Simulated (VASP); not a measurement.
Set up this calculation in VASP 6.6.1, as the native input.

* Task: dielectric tensor
* Functional: PBE
* Potentials or basis: VASP PAW PBE potentials, release 64 (Bi_d)
* Cutoff: 520 eV
* k mesh: 8 × 8 × 8
* Occupations: gaussian, width 0.02 eV
* Spin: no spin polarisation
* Further INCAR settings: ALGO = Normal; EDIFF = 1e-08

The structure of Bi lies in POSCAR:

```
Bi
1.0
    2.2675000000      1.3091417354      3.9380000000
   -2.2675000000      1.3091417354      3.9380000000
    0.0000000000     -2.6182834708      3.9380000000
Bi
2
Direct
    0.7660000000      0.7660000000      0.7660000000
    0.2340000000      0.2340000000      0.2340000000
```

The input as run:

INCAR

```
ALGO = Normal ; EDIFF = 1E-8
ENCUT = 520 ; GGA = PE
ISIF = 2 ; ISMEAR = 0
LASPH = T ; LCHARG = F
LEPSILON = T ; LREAL = F
LWAVE = F ; NELM = 80
PREC = Accurate ; SIGMA = 0.02
```

KPOINTS

```
k-points
0
Gamma
  8 8 8
```

Potentials or basis: VASP PAW PBE potentials, release 64 (Bi_d).

Run with:

```sh
$ cat potpaw_PBE.64/Bi_d/POTCAR > POTCAR
$ mpirun -np 1 vasp_std > vasp.out
```

It gave:

```yaml
Band_gap_on_the_k_mesh: none (metal or under the smearing width)
Electronic_dielectric_tensor_diagonal: 131.91, 131.91, 202.92
Born_charges_mean_of_the_diagonal: Bi +0.00 e
```

Caveat: spin-orbit coupling is left out, which moves the levels of the heavy elements.

Wall time 8.8 min on 1 thread of Intel(R) Xeon(R) 6975P-C (Granite Rapids), on a shared host, peak memory 0.54 GiB.
